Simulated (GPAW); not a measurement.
# Screening of a field by puckered SnTe monolayer

Wanted: the out-of-plane polarisability of puckered SnTe monolayer.

Program: GPAW 26.7.0. Level of theory: GPAW, PAW setups; layer in a repeated cell with vacuum, relaxation of atoms and in-plane cell, in the first sound run; inputs show where later runs differ. Results are calculated unless marked as measured.

Most raw output is cut from this account.

## (1) The structure

The cell holds 4 atoms: 2 Sn and 2 Te. Cell: a = 4.570 Å, b = 4.550 Å, c = 16.981 Å, α = 90.0°, β = 90.0°, γ = 90.0°. Vacuum lies along c.

## (2) Relaxation

Forces are removed first; all later runs use this geometry.

The input, run.py:

```python
import json
import numpy as np
from ase import Atoms
from ase.filters import FrechetCellFilter
from ase.optimize import BFGS
from gpaw import GPAW, PW

slab = Atoms(
    ['Sn', 'Te', 'Te', 'Sn'],
    positions=[
        [0.27420, 0.00000, 7.00000],
        [2.01080, 2.27500, 7.10000],
        [4.29580, 0.00000, 9.88080],
        [2.55920, 2.27500, 9.98080]],
    cell=[[4.57, 0.0, 0.0], [0.0, 4.55, 0.0], [0.0, 0.0, 16.9808]],
    pbc=[True, True, True])

slab.calc = GPAW(mode=PW(600), xc='PBE', kpts={'size': (6, 6, 1), 'gamma': True},
                 occupations={'name': 'fermi-dirac', 'width': 0.05}, nbands='200%',
                 convergence={'density': 1e-05}, maxiter=200,
                 symmetry={'tolerance': 1e-3}, txt='slab.txt')
result = {}
# The in-plane cell is free; stress needs a cell that repeats along all three vectors
path = []
opt = BFGS(FrechetCellFilter(slab, mask=[1, 1, 0, 0, 0, 1]), maxstep=0.2)
opt.attach(lambda: path.append((slab.get_potential_energy(), slab.positions.tolist(), slab.get_forces().tolist())))
result['relaxed'] = bool(opt.run(fmax=0.02, steps=45))
result['path'] = path
result['cell'] = slab.cell.tolist()
print('in-plane lattice', slab.cell.cellpar().round(4)[[0, 1, 5]])
energy = slab.get_potential_energy()
fermi = slab.calc.get_fermi_level()
v = slab.calc.get_electrostatic_potential().mean((0, 1)) - fermi
n = slab.calc.get_pseudo_density().mean((0, 1))
L = slab.cell[2, 2]
z = np.arange(len(v)) * L / len(v)
low, high = slab.positions[:, 2].min(), slab.positions[:, 2].max()
below, above = np.interp([low - 4.8, high + 4.8], z, v)
slopes = [np.interp(x, z, np.gradient(v, z)) for x in (low - 4.8, high + 4.8)]
eps = np.array([[slab.calc.get_eigenvalues(k, s) for k in range(len(slab.calc.get_ibz_k_points()))]
                for s in range(slab.calc.get_number_of_spins())]) - fermi
top, bottom = eps[eps < 0].max(), eps[eps > 0].min()
dipole = slab.get_dipole_moment()[2]
print(f'energy {energy:.4f} eV, Fermi level {fermi:.4f} eV, dipole {dipole:.5f} e A')
print(f'potential 4.8 A off the faces, from the Fermi level: lower {below:.4f} eV, upper {above:.4f} eV')
print(f'slope of the potential there: lower {slopes[0]:.5f}, upper {slopes[1]:.5f} eV/A')
print(f'nearest levels on the mesh: {top:.4f} and {bottom:.4f} eV')
print('magnetic moment', round(slab.get_magnetic_moment(), 3))
result.update(energy=energy, fermi=fermi, dipole=dipole, below=below, above=above, slopes=slopes, edges=[top, bottom],
              z=z.tolist(), v=v.tolist(), n=n.tolist(), positions=slab.positions.tolist(),
              forces=slab.get_forces(apply_constraint=False).tolist(), moments=slab.get_magnetic_moments().tolist())
json.dump(result, open('result.json', 'w'))
```

Run with:

```
> OMP_NUM_THREADS=1 OPENBLAS_NUM_THREADS=1 python run.py
```

Wall time 44 min (1 thread of Arm Neoverse V2, shared host); peak memory 1 GiB.

This step gave:

| Item | Value |
| --- | --- |
| dipole along the normal | -4.71e-4 e·Å |
| levels nearest the Fermi level on the mesh | -0.5970, 0.6572 eV from the Fermi level |

Electrostatic potential energy of an electron (without an applied field's), less the Fermi level, planar mean against z:

z (Å), electrostatic potential energy of an electron (without an applied field's), less the Fermi level, planar mean (eV) and a bar from the least value:
```
      0.0        3.8 ##############################
      0.5        3.8 ##############################
      1.0        3.8 ##############################
      1.5        3.8 ##############################
      2.0        3.8 ##############################
      2.5        3.8 ##############################
      3.0        3.8 ##############################
      3.5        3.8 ##############################
      4.0        3.8 ##############################
      4.5        3.7 ##############################
      5.0        3.5 ##############################
      5.5        2.8 #############################
      6.0        0.0 #########################
      6.5       -9.1 #############
      7.0      -19.4 
      7.5      -10.4 ############
      8.0       -0.9 ########################
      8.5        1.5 ###########################
      9.0       -1.1 ########################
      9.5      -10.9 ###########
     10.0      -19.4 
     10.5       -8.6 ##############
     11.0        0.2 #########################
     11.5        2.9 #############################
     12.0        3.6 ##############################
     12.5        3.7 ##############################
     13.0        3.8 ##############################
     13.5        3.8 ##############################
     14.0        3.8 ##############################
     14.5        3.8 ##############################
     15.0        3.8 ##############################
     15.5        3.8 ##############################
     16.0        3.8 ##############################
     16.5        3.8 ##############################
```

The pseudo valence density, planar mean by z:

```
z (Å)  pseudo valence density, planar mean (e/Å³)
    3                                      4.0e-5
    4                                      6.5e-4
    5                                      0.0106
    6                                       0.140
    7                                       0.664
    8                                       0.168
    9                                       0.174
   10                                       0.644
   11                                       0.135
   12                                     0.00993
   13                                      6.1e-4
   14                                      3.8e-5
```

The relaxation lowered the energy of the cell by 0.333 eV (energies extrapolated to zero smearing; the optimiser's log prints free energies). The largest force left on a free atom is 0.020 eV/Å.

## (3) The slab's potential

With the geometry fixed, the planar mean of the potential gives the vacuum level on each side.

This step: GPAW, PAW setups; slab in vacuum (GPAW 26.7.0).

The cell differs from the one that the last finished run ended in (c 16.981 → 17.156 Å).

Edit run.py of step 2 so:

```diff
@@ -3,4 +3,2 @@
 from ase import Atoms
-from ase.filters import FrechetCellFilter
-from ase.optimize import BFGS
 from gpaw import GPAW, PW
@@ -10,22 +8,15 @@
     positions=[
-        [0.27420, 0.00000, 7.00000],
-        [2.01080, 2.27500, 7.10000],
-        [4.29580, 0.00000, 9.88080],
-        [2.55920, 2.27500, 9.98080]],
-    cell=[[4.57, 0.0, 0.0], [0.0, 4.55, 0.0], [0.0, 0.0, 16.9808]],
-    pbc=[True, True, True])
+        [0.10185, 0.00000, 7.23149],
+        [2.21097, 2.26252, 7.00000],
+        [4.52375, 0.00000, 10.15580],
+        [2.41466, 2.26252, 9.92426]],
+    cell=[[4.62549, -0.0, 0.0], [0.0, 4.52505, 0.0], [0.0, 0.0, 17.1558]],
+    pbc=[True, True, False])
 
-slab.calc = GPAW(mode=PW(600), xc='PBE', kpts={'size': (6, 6, 1), 'gamma': True},
+slab.calc = GPAW(mode=PW(400), xc='PBE', kpts={'size': (6, 6, 1), 'gamma': True},
                  occupations={'name': 'fermi-dirac', 'width': 0.05}, nbands='200%',
                  convergence={'density': 1e-05}, maxiter=200,
+                 poissonsolver={'dipolelayer': 'xy'},
                  symmetry={'tolerance': 1e-3}, txt='slab.txt')
 result = {}
-# The in-plane cell is free; stress needs a cell that repeats along all three vectors
-path = []
-opt = BFGS(FrechetCellFilter(slab, mask=[1, 1, 0, 0, 0, 1]), maxstep=0.2)
-opt.attach(lambda: path.append((slab.get_potential_energy(), slab.positions.tolist(), slab.get_forces().tolist())))
-result['relaxed'] = bool(opt.run(fmax=0.02, steps=45))
-result['path'] = path
-result['cell'] = slab.cell.tolist()
-print('in-plane lattice', slab.cell.cellpar().round(4)[[0, 1, 5]])
 energy = slab.get_potential_energy()
```

It took 69 s on 1 thread; peak memory 0.28 GiB.

Numbers from this step:

- dipole along the normal: -4.68e-4 e·Å
- levels nearest the Fermi level on the mesh: -0.5977, 0.6578 eV from the Fermi level
- upper work function: 3.789 eV
- lower work function: 3.789 eV
- upper ionisation energy: 4.387 eV

Table of electrostatic potential energy of an electron (without an applied field's), less the Fermi level, planar mean by z:

```
z (Å)  electrostatic potential energy of an electron (without an applied field's), less the Fermi level, planar mean (eV)
  0.0                                                                                                                3.79
  0.5                                                                                                                3.79
  1.0                                                                                                                3.79
  1.5                                                                                                                3.79
  2.0                                                                                                                3.79
  2.5                                                                                                                3.79
  3.0                                                                                                                3.79
  3.5                                                                                                                3.79
  4.0                                                                                                                3.78
  4.5                                                                                                                3.74
  5.0                                                                                                                3.60
  5.5                                                                                                                3.03
  6.0                                                                                                               0.799
  6.5                                                                                                               -6.90
  7.0                                                                                                               -18.8
  7.5                                                                                                               -12.7
  8.0                                                                                                               -2.01
  8.5                                                                                                                1.42
  9.0                                                                                                              -0.257
  9.5                                                                                                               -8.67
 10.0                                                                                                               -19.2
 10.5                                                                                                               -11.0
 11.0                                                                                                              -0.771
 11.5                                                                                                                2.62
 12.0                                                                                                                3.50
 12.5                                                                                                                3.72
 13.0                                                                                                                3.77
 13.5                                                                                                                3.78
 14.0                                                                                                                3.79
 14.5                                                                                                                3.79
 15.0                                                                                                                3.79
 15.5                                                                                                                3.79
 16.0                                                                                                                3.79
 16.5                                                                                                                3.79
 17.0                                                                                                                3.79
```

Table of pseudo valence density, planar mean by z:

```
z (Å)  pseudo valence density, planar mean (e/Å³)
 0.00                                           0
 0.64                                           0
 1.07                                           0
 1.72                                      1.6e-6
 2.36                                      5.1e-6
 3.00                                      3.2e-5
 3.43                                      1.0e-4
 4.07                                      6.1e-4
 4.72                                     0.00365
 5.36                                      0.0220
 5.79                                      0.0685
 6.43                                       0.262
 7.08                                       0.661
 7.51                                       0.619
 8.15                                       0.149
 8.79                                       0.112
 9.44                                       0.374
 9.86                                       0.790
10.51                                       0.325
11.15                                       0.116
11.58                                      0.0393
12.22                                     0.00667
12.87                                     0.00110
13.51                                      1.8e-4
13.94                                      5.6e-5
14.58                                      1.0e-5
15.23                                      1.3e-6
15.87                                      9.4e-7
16.30                                           0
16.94                                           0
```

The layer is gapped, so the Fermi level lies somewhere inside the gap, set by smearing and numerics, and these work functions are no property of the material; the band edges below the vacuum level are. The potential is flat to 2.6e-4 eV/Å where it is read, so the vacuum is wide enough.

## (4) Field on

A uniform field along the normal polarises the slab; the atoms stay fixed, so this is the electronic response alone.

Edit run.py of step 3 so:

```diff
@@ -4,2 +4,3 @@
 from gpaw import GPAW, PW
+from gpaw.external import ConstantElectricField
 
@@ -19,2 +20,3 @@
                  poissonsolver={'dipolelayer': 'xy'},
+                 external=ConstantElectricField(-0.2, [0, 0, 1]),
                  symmetry={'tolerance': 1e-3}, txt='slab.txt')
```

Wall time 77 s (1 thread); peak memory 0.31 GiB.

Numbers from this step:

- dipole along the normal: -0.1360 e·Å
- levels nearest the Fermi level on the mesh: -0.5975, 0.6577 eV from the Fermi level
- potential below the slab, the applied field's own ramp left out: 3.205 eV from the Fermi level
- potential above the slab, the applied field's own ramp left out: 4.381 eV from the Fermi level

Electrostatic potential energy of an electron (without an applied field's), less the Fermi level, planar mean against z:

```
z (Å)  electrostatic potential energy of an electron (without an applied field's), less the Fermi level, planar mean (eV)
  0.0                                                                                                                3.79
  0.5                                                                                                                3.20
  1.0                                                                                                                3.20
  1.5                                                                                                                3.20
  2.0                                                                                                                3.20
  2.5                                                                                                                3.20
  3.0                                                                                                                3.20
  3.5                                                                                                                3.20
  4.0                                                                                                                3.20
  4.5                                                                                                                3.16
  5.0                                                                                                                3.03
  5.5                                                                                                                2.48
  6.0                                                                                                               0.308
  6.5                                                                                                               -7.31
  7.0                                                                                                               -19.1
  7.5                                                                                                               -12.9
  8.0                                                                                                               -2.12
  8.5                                                                                                                1.40
  9.0                                                                                                              -0.174
  9.5                                                                                                               -8.49
 10.0                                                                                                               -18.9
 10.5                                                                                                               -10.6
 11.0                                                                                                              -0.303
 11.5                                                                                                                3.15
 12.0                                                                                                                4.07
 12.5                                                                                                                4.30
 13.0                                                                                                                4.36
 13.5                                                                                                                4.38
 14.0                                                                                                                4.38
 14.5                                                                                                                4.38
 15.0                                                                                                                4.38
 15.5                                                                                                                4.38
 16.0                                                                                                                4.38
 16.5                                                                                                                4.38
 17.0                                                                                                                4.06
```

The dipole is now -0.136 e Å, against -4.7e-4 in the run without a field.

[end of part 1 of 2]

[Logs are printed without paths, hosts, clocks, repeated set-up lines and the standing remarks that a program may print on its own settings, such as how far it seeks lower states.]

[Hosts, paths, dates, database ids (printed as entryN), source tags and the programs' standing remarks are cut or masked in the printed files.]
